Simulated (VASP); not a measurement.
Wanted: the native input for a VASP 6.6.1 run.

```yaml
Task: single point
Functional: PBE
Potentials_or_basis: VASP PAW PBE potentials, release 64 (Os)
Cutoff: 520 eV
k_mesh: 11 × 11 × 6
Occupations: gaussian, width 0.011 eV
Spin: no spin polarisation
Further_INCAR_settings: ALGO = Normal; EDIFF = 1e-06; NBANDS = 15
```

The structure of Os lies in POSCAR:

```
Os
1.0
    2.7341000000      0.0000000000      0.0000000000
   -1.3670500000      2.3678000565      0.0000000000
    0.0000000000      0.0000000000      4.3197000000
Os
2
Direct
    0.6666666667      0.3333333333      0.7500000000
    0.3333333333      0.6666666667      0.2500000000
```

The input as run:

INCAR

```
SYSTEM = Os
PREC = Accurate
ENCUT = 520
EDIFF = 1E-6
ISMEAR = 0
SIGMA = 0.011
LREAL = .False.
LASPH = .True.
NELM = 60
ALGO = Normal
ISIF = 2
LWAVE = .False.
LCHARG = .False.
GGA = PE
NBANDS = 15
```

KPOINTS

```
Automatic mesh
0
Gamma
  11 11 6
  0 0 0
```

Potentials or basis: VASP PAW PBE potentials, release 64 (Os).

Command:

```bash
$ cat potpaw_PBE.64/Os/POTCAR > POTCAR
$ mpirun -np 1 vasp_std > vasp.out
```

It gave:

```json
{
  "Pressure": "8.8 GPa",
  "Band gap on the k mesh": "none (metal or under the smearing width)"
}
```

Wall time 23 s on 1 thread of Intel(R) Xeon(R) Platinum 8559C (Emerald Rapids), with other jobs on the host, peak memory 0.14 GiB.
